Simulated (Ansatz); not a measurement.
# Bands of Ni

```
Ni
1.0
     2.32927    0.00000    0.00000
     0.00000    2.32927    0.00000
     0.00000    0.00000    2.32927
Ni
1
Direct
  0.00000 0.00000 0.00000
```

The cell was built from the sc type and relaxed in the same program, and has space group Pm-3m; it needn't be a known or the stable phase.

These are results of DFT, PBE, all-electron LAPW, Dirac equation with spin-orbit coupling (Ansatz 0.2.0), not measurements.

The runs use a Γ-centred 16×16×16 k mesh, Fermi–Dirac smearing of 0.05 eV, basis error target 0.5 meV/atom, spin-polarised from start moments Ni 1.5 μB, magnetisation along z, ending with a spin moment of 0.56 μB in the cell.

Points in fractions of the reciprocal vectors of this cell: Γ (0, 0, 0), X (0, 0.5, 0), M (0.5, 0.5, 0), R (0.5, 0.5, 0.5). The path joins them by straight lines in the order Γ–X–M–Γ–R–X–R–M; legs that retrace an earlier one aren't tabulated. Energies are in eV from the Fermi level.

(1) List the levels at M between -20 and 10 eV.

(2) List the levels at X between -20 and 10 eV.

(3) List the levels at R between -20 and 10 eV.

(4) What is the band gap?

Answers

(1) -4.21, -3.77, -2.86, -2.42, -1.26, -1.17, -0.61, -0.53, 0.37, 0.95, 5.01, 5.04, 5.18, 5.21.

(2) -3.98, -3.71, -3.19, -2.72, -1.43 (×2), -1.11, -1.10, -0.79 (×2), -0.30, 0.38, 3.53, 3.91.

(3) -3.34, -3.30, -3.26, -2.81, -2.77, -2.73, 0.42 (×2), 1.00 (×2).

(4) none: bands cross the Fermi level, a metal.
